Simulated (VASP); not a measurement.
Here is a VASP 6.6.1 calculation.

The input INCAR:

```
ALGO = Normal
DIPOL = 0.5 0.5 0.500
EDIFF = 1E-8
ENCUT = 750
GGA = PE
IDIPOL = 3
ISIF = 2
ISMEAR = 0
LASPH = True
LCHARG = False
LDIPOL = True
LREAL = False
LVACPOTAV = True
LVHAR = True
LWAVE = False
NBANDS = 24
NELM = 120
PREC = Accurate
SIGMA = 0.05
```

File KPOINTS:

```
k-points
0
Gamma
  11 11 1
```

File POSCAR:

```
SnSe2
1.0
    3.8110000000      0.0000000000      0.0000000000
   -1.9055000000      3.3004228100      0.0000000000
    0.0000000000      0.0000000000     25.0557280000
Se Sn
2 1
Direct
    0.6666666667      0.3333333333      0.4390213687
    0.3333333333      0.6666666667      0.5609786313
    0.0000000000      0.0000000000      0.5000000000
```

Potentials or basis: VASP PAW PBE potentials, release 64 (Se, Sn_d).

The run is started by

```console
$ cat potpaw_PBE.64/Se/POTCAR potpaw_PBE.64/Sn_d/POTCAR > POTCAR
$ mpirun -np 1 vasp_std > vasp.out
```

Q: Estimate the band gap on the k mesh.

A: 1.01 eV, indirect (least direct gap 1.29 eV).

Q: Predict the largest force.

A: 0.884 eV/Å.

Forces in eV/Å, atoms in the order of the input:
```
Se   0.000  0.000 -0.884
Se   0.000  0.000  0.884
Sn   0.000  0.000  0.000
```

Caveat: spin-orbit coupling is left out, which moves the levels of the heavy elements.
